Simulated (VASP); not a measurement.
Set up this calculation in VASP 6.6.1, as the native input.

```yaml
Task: band structure
Functional: LDA
Potentials_or_basis: VASP PAW LDA potentials, release 64 (Zn, O)
Cutoff: 450 eV
k_mesh: 12 × 12 × 8
Occupations: gaussian, width 0.02 eV
Spin: no spin polarisation
Further_INCAR_settings: ALGO = Normal; EDIFF = 1e-06
```

The structure of ZnO lies in POSCAR:

```
ZnO                                     
1.0
    3.2862418568      0.0000000000      0.0000000000
   -1.6431209284      2.8459689237      0.0000000000
    0.0000000000      0.0000000000      5.3016915136
  Zn              O             
     2     2
Direct
     0.6666666699999979    0.3333333300000021    0.5005795292746171
     0.3333333300000021    0.6666666699999979    0.0005795292746171
     0.6666666699999979    0.3333333300000021    0.8797304707253844
     0.3333333300000021    0.6666666699999979    0.3797304707253844
```

The cell is a database's computed one.

The input as run:

INCAR

```
  PREC = Accurate
  ENCUT = 450
  EDIFF = 1E-6
  ISMEAR = 0
  SIGMA = 0.02
  LREAL = F
  LASPH = T
  NELM = 120
  ALGO = Normal
  ISIF = 2
  LWAVE = F
  LCHARG = F
  KPAR = 4
```

KPOINTS

```
regular mesh
0
Gamma
  12 12 8
```

KPOINTS_OPT

```
path GMKGALHA,LM,KH
15
line-mode
reciprocal
 0.0000000000  0.0000000000  0.0000000000  G
 0.5000000000  0.0000000000  0.0000000000  M

 0.5000000000  0.0000000000  0.0000000000  M
 0.3333333333  0.3333333333  0.0000000000  K

 0.3333333333  0.3333333333  0.0000000000  K
 0.0000000000  0.0000000000  0.0000000000  G

 0.0000000000  0.0000000000  0.0000000000  G
 0.0000000000  0.0000000000  0.5000000000  A

 0.0000000000  0.0000000000  0.5000000000  A
 0.5000000000  0.0000000000  0.5000000000  L

 0.5000000000  0.0000000000  0.5000000000  L
 0.3333333333  0.3333333333  0.5000000000  H

 0.3333333333  0.3333333333  0.5000000000  H
 0.0000000000  0.0000000000  0.5000000000  A

 0.5000000000  0.0000000000  0.5000000000  L
 0.5000000000  0.0000000000  0.0000000000  M

 0.3333333333  0.3333333333  0.0000000000  K
 0.3333333333  0.3333333333  0.5000000000  H
```

Potentials or basis: VASP PAW LDA potentials, release 64 (Zn, O).

Command:

```sh
$ cat potpaw_LDA.64/Zn/POTCAR potpaw_LDA.64/O/POTCAR > POTCAR
$ mpirun -np 4 vasp_std > vasp.out
```

Results of the run:

The largest force is 0.003 eV/Å and the band gap on the k mesh is 0.67 eV, direct. The band gap along the path is 0.67 eV, direct.

Run time: 31 s on 4 MPI ranks on Intel(R) Xeon(R) 6975P-C (Granite Rapids), with other jobs on the host, peak memory 0.23 GiB a rank.
